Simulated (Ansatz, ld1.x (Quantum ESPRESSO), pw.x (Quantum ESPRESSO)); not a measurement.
## titanium: one change to the TM potential, in the atom and in the fcc crystal

* Element: titanium (Ti)
* Generator: ld1.x (Quantum ESPRESSO) 7.5
* Type: norm-conserving Troullier–Martins (Kleinman–Bylander form)
* Functional: PBE
* Relativity: scalar-relativistic
* Frozen core: [Ar]
* Valence charge: 4
* Reference configuration: 3d2 4s0.5 4p0 (charge +1.5)
* Partial waves: 4s (bound): rc 2.05 bohr; 3d (bound): rc 1.45 bohr; 4p (bound, empty): rc 2.35 bohr
* Local potential: the p channel
* Core correction: a·sin(br)/r model core, default radius (core density twice the valence density)

Change: wave 4s (bound): rc 2.05 bohr becomes 4s (bound): rc 2.90 bohr.

Cutoffs, loose and tight: the cutoffs (Ry, on a coarse ladder) from which the occupation-weighted sum of valence levels, in a spherical-Bessel basis at the reference potential, stays within 10 and 1 mRy of its value at 400 Ry. They do not see the model core or the augmentation charge, which bear on the density cutoff. Test errors are all-electron minus pseudo excitation energies from the reference, over the configurations 3d2 4s2 4p0; 3d2 4s1 4p0; 3d2 4s0 4p0; 3d2 4s1 4p1; 3d2.5 4s1.5 4p0; 3d1 4s2 4p0; 3d2 4s1.5 4p0; variants that change the core or the reference have their own tests.

Crystal test: fcc Ti in pw.x 7.5, no spin, 14³ k-points, Fermi–Dirac smearing 0.01 Ry, cutoffs set for each file from its atomic test. The reference is all-electron LAPW (Ansatz 0.2.0) with the same functional, mesh and smearing; V0 and B0 come from Birch–Murnaghan fits to the pressures at five volumes. Errors are pseudo minus all-electron; Δ is the rms difference of the E(V) curves that follow from these fits, minima aligned, over ±6 % about the mean V0. Mesh and smearing are coarse, so the numbers serve the comparison and aren't converged zero-temperature values; the lattice is a test structure that the element need not adopt.

All-electron: a0 = 4.119 Å (V0 = 17.47 Å³/atom), B0 = 106.1 GPa.

Question: Does the change bring the crystal closer to the all-electron result?

Answer: The mean pressure error goes from +11.75 to +75.94 GPa, so the change moves the solid further from the all-electron pressures. Neither pressure curve crosses zero within the volumes sampled, so no fits are given.

| quantity | base | changed |
| --- | --- | --- |
| outcome (atom) | generated | generated |
| cutoff, loose (atom) | 80 Ry | 80 Ry |
| cutoff, tight (atom) | 100 Ry | 100 Ry |
| bound ghosts (atom) | none | s |
| largest test error (meV) (atom) | -334 | -443 over the solved tests; 2 of 7 tests not solved or not reliable |
| cutoffs in pw.x (Ry) | 120/480 | 120/480 |
| mean pressure error (GPa) | +11.75 | +75.94 |

Base: This is a poor potential for the solid. The logarithmic derivative shows an extra or strongly shifted pseudo pole above the reference energy (p near 1.12 Ry). Changed file: The largest radius (2.90 bohr) exceeds half the bond length (2.75 bohr), so the spheres overlap, which is one possible source of error among others. This is a poor potential for the solid. Note: ghost state, extra bound levels that the all-electron valence spectrum of the same l lacks: s at -129.9 eV. A true bound ghost makes a file unfit for plane-wave use. Atomic configuration tests: 2 of 7 tests not solved or not reliable. The atomic cutoffs weigh occupied waves only.
